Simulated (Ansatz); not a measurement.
# What settings do to one calculation: a Si vacancy and a Si vacancy, 4.36 Å apart on the ideal sites in zincblende SiC, 14 atoms, charge −1

Ansatz (PAW, plane waves), atoms fixed. The base input:

```yaml
crystal:
  lattice:
    - [0.000000, 4.356853, 4.356853]
    - [4.356853, 0.000000, 4.356853]
    - [4.356853, 4.356853, 0.000000]
  atoms:
    - { symbol: C, position: [0.130263, 0.128631, 0.121115], spin: 0.375 }
    - { symbol: C, position: [0.632442, 0.624575, 0.623310], spin: 0.375 }
    - { symbol: C, position: [0.126219, 0.122610, 0.630086], spin: 0.375 }
    - { symbol: C, position: [0.617592, 0.622511, 0.132936], spin: 0.375 }
    - { symbol: C, position: [0.121030, 0.631804, 0.121562], spin: 0.375 }
    - { symbol: C, position: [0.628391, 0.124245, 0.627230], spin: 0.375 }
    - { symbol: C, position: [0.626181, 0.125263, 0.129373], spin: 0.375 }
    - { symbol: C, position: [0.122490, 0.622139, 0.624931], spin: 0.375 }
    - { symbol: Si, position: [0.999698, 0.996309, 0.494537] }
    - { symbol: Si, position: [0.493186, 0.499069, 0.005922] }
    - { symbol: Si, position: [0.001198, 0.495872, 0.996144] }
    - { symbol: Si, position: [0.495066, 0.997947, 0.499950] }
    - { symbol: Si, position: [0.495929, 0.001531, 0.997152] }
    - { symbol: Si, position: [0.006397, 0.491720, 0.499927] }
kpoints:
  mp_grid: { grid: [2, 2, 2], shift: [0.5, 0.5, 0.5] }
hamiltonian:
  xc: pbesol
total_charge: -1
magnetization:
  spin_polarized: true
scf:
  occupations: { method: fermi_dirac, width: 0.01 }
output:
  forces: true
  eigenvalues: true
  populations: true
  charged_corrections: { epsilon: 9.7 }
```

Command:

```sh
ansatz run in.yaml --threads 8 --pin off --max-ram 13300MiB --runs-dir r --events-out ev --progress --plain
```

It converged in 26 iterations and 3.8 s of wall time on 8 threads of an EPYC 7R43 processor, on a host shared with other runs; peak host memory 0.65 GiB; largest force component 1.54 eV/Å. The cutoff was the default, 420 eV. The base isn't a converged reference: it has few k points, and its atoms are unrelaxed. Each run below changes the keys shown and caps the iterations.

```tsv
run	changed	ending	iterations	free energy less the base (meV per atom)	rms change of forces (eV/Å)	change of pressure (GPa)	wall time (s, shared host)
1	xc rpbe, xc_grid 3 (2 is the default), max_iter 14	not converged	–	–	–	–	–
2	dispersion d4, max_iter 70, total_charge 1	converged	16	other zero	0.490	–	2.7 CPU
3	width 0.001 eV, mixing beta 0.01, max_iter 50	converged	39	0.0	0.003	–	4.4 CPU
4	mixing algorithm msr1, max_iter 70	converged	26	0.0	0.000	–	4.3 CPU
5	mixing beta 1.0, max_iter 14, width 0.03 eV	not converged	–	–	–	–	–
6	occupations methfessel_paxton, max_iter 60	converged	24	0.0	0.003	–	3.1 CPU
7	n_extra_bands 60, dr2_threshold 1e-09, max_iter 90	converged	30	0.0	0.000	–	4.4 CPU
8	xc_grid 1 (2 is the default), initial_magnetization 4, mixing beta 1.5, max_iter 70	refused	–	–	–	–	–
```

«Other zero»: another functional, charge or dispersion term moves the zero of energy, so the difference says nothing of accuracy.

Question: Which changes leave the result alone, and which of the same physical model moves the forces most?

Answer: The forces move by under 0.002 eV/Å in runs 4, 7. Among the runs with the same functional, charge and dispersion term, none moves them by over 0.01 eV/Å.

Question: Why did some runs give no result?

Answer: - run 1: did not converge after 14 iterations: magnetization_residual = 1.00e-2 (threshold 1.00e-7), under the density mixer `msr1`, which `scf.mixing.algorithm: auto` chose by the deck's other keys (type `scf.mixing.algorithm: msr1` to keep it);
- run 5: did not converge after 14 iterations: dr2 = 2.08e-4 (threshold 1.00e-7), under the density mixer `msr1`, which `scf.mixing.algorithm: auto` chose by the deck's other keys (type `scf.mixing.algorithm: msr1` to keep it);
- run 8: invalid value for `scf.mixing.beta`: must be finite and in (0, 1]; got 1.5
